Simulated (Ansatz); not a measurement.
# BeTe (F-43m): equation of state

An exercise on one series of results from a longer session: the logs are not shown, and one member is left open.

The COD entry's cell or inner coordinates are ideal or old and differ from later refinements, so a difference from it is no clean test against experiment.

Computed with Ansatz 0.2.0 (DFT PBE, scalar-relativistic, plane waves, PAW, unless a step's input says otherwise).

## The starting structure

Symmetry: F-43m, No. 216, cubic system. Conventional cell: a = 5.665 Å, b = 5.665 Å, c = 5.665 Å, α = 90.00°, β = 90.00°, γ = 90.00°. Be (site symmetry -43m) is surrounded by 4 Te at 2.45 Å. Around Te (site symmetry -43m) lie 4 Be at 2.45 Å.

Coordinates:

```
CELL_PARAMETERS angstrom
0.00000 2.83248 2.83248
2.83248 0.00000 2.83248
2.83248 2.83248 0.00000
ATOMIC_POSITIONS crystal
Be 0.00000 0.00000 0.00000
Te 0.75000 0.75000 0.75000
```

This cell comes from an earlier session at PBE: 22.725 Å³/atom at -0.04 GPa, on a 10×10×10 mesh.

Volume factors to run: 0.980, 1.020, 0.960, 1.040.

Set-up of the first run:

Contents of input.yaml:

```yaml
crystal:
  lattice:
    - [0.0, 2.8134736519, 2.8134736519]
    - [2.8134736519, 0.0, 2.8134736519]
    - [2.8134736519, 2.8134736519, 0.0]
  atoms:
    - { symbol: Be, position: [0.0, 0.0, 0.0] }
    - { symbol: Te, position: [0.75, 0.75, 0.75] }
basis:
  ecutwfc: 420
  ecutrho_ratio: 4
kpoints:
  mp_grid: { grid: [10, 10, 10] }
hamiltonian:
  xc: pbe
scf:
  occupations: { method: gaussian, width: 0.05 }
output:
  forces: true
  stress: true
  eigenvalues: true
```

Launch:

```bash
ansatz run input.yaml --threads 2 --pin off --max-ram 2662MiB --backend cpu --events-out ev --progress --plain --runs-dir out
```

Steps of the session up to this table: Scaling the volume by 0.980; Volume × 1.020; Scaling the volume by 0.960; Scaling the volume by 1.040.

One table of the session follows, with a row left open; its other results are not shown here.

It belongs to the step «The fit». 

```
volume (Å³/atom)  energy (meV/atom)  pressure (GPa)  gap (eV)
          21.816               6.64            2.46      1.93
          22.270               1.55            1.15      1.98
          22.725               0.00           -0.04      2.03
          23.179                  ?               ?         ?
          23.634               6.18           -2.08      2.12
```

**Question.** Estimate the row for volume (Å³/atom) = 23.179.

Worked estimate for «energy (meV/atom)». A straight line through the neighbours (22.725, 0.00) and (23.634, 6.18) gives 0.00 + (6.18 − 0.00) × (23.179 − 22.725) / (23.634 − 22.725) = 3.09; a parabola fitted to 3 rows on both sides gives 1.54.

**Answer.** energy (meV/atom): 1.64; pressure (GPa): -1.11; gap (eV): 2.08. In «energy (meV/atom)» the line misses by +1.45 and the parabola by -0.10.
